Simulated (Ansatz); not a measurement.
SnO2 (Cassiterite):

```
CELL_PARAMETERS angstrom
4.73800 0.00000 0.00000
0.00000 4.73800 0.00000
0.00000 0.00000 3.18650
ATOMIC_POSITIONS crystal
Sn 0.50000 0.50000 0.50000
Sn 0.00000 0.00000 0.00000
O 0.80710 0.19290 0.50000
O 0.69290 0.69290 0.00000
O 0.19290 0.80710 0.50000
O 0.30710 0.30710 0.00000
```

```yaml
Program: Ansatz 0.2.0
Task: relaxation of cell and atoms
Functional: BLYP
Dispersion: D4
Potentials_or_basis: Ansatz PAW
Cutoff: "420 eV (not typed: the program's choice for these potentials)"
k_mesh: 6 × 6 × 8
Occupations: fermi-dirac, width 0.05 eV
Spin: no spin polarisation
```

At the start: volume 11.92 Å³/atom.

Task: Where does the relaxation end?

Result: It ends after 7 steps and the volume is 12.45 Å³/atom (+4.5 %); space group P4_2/mnm (No. 136, to 0.05 Å).

Step by step:
```
step  energy change (eV)  largest force (eV/Å)  volume (Å³)
   1              0.0000                0.3634        71.53
   2             -0.0745                0.0544        74.52
   3             -0.0751                0.0791        74.61
   4             -0.0761                0.0004        74.54
   5             -0.0990                0.0008        74.54
   6             -0.0981                0.0003        74.72
   7             -0.0993                0.0004        74.72
```

Final structure:
```xyz
6
Lattice="4.7979 0.0000 0.0000 0.0000 4.7979 0.0000 0.0000 0.0000 3.2457" Properties=species:S:1:pos:R:3 pbc="T T T"
Sn    2.3990    2.3990    1.6228
Sn    0.0000    0.0000    0.0000
O     3.8666    0.9313    1.6228
O     3.3303    3.3303    0.0000
O     0.9313    3.8666    1.6228
O     1.4677    1.4677    0.0000
```

Caveat: the plane-wave basis is chosen anew once the cell has moved, so the energies of steps on either side of that aren't comparable; the pressure holds a Pulay correction of +1.0 GPa for the finite cutoff; the PAW data sets come from PBE, with cores solved anew for the run's functional, which leaves a small shift of forces and pressure.
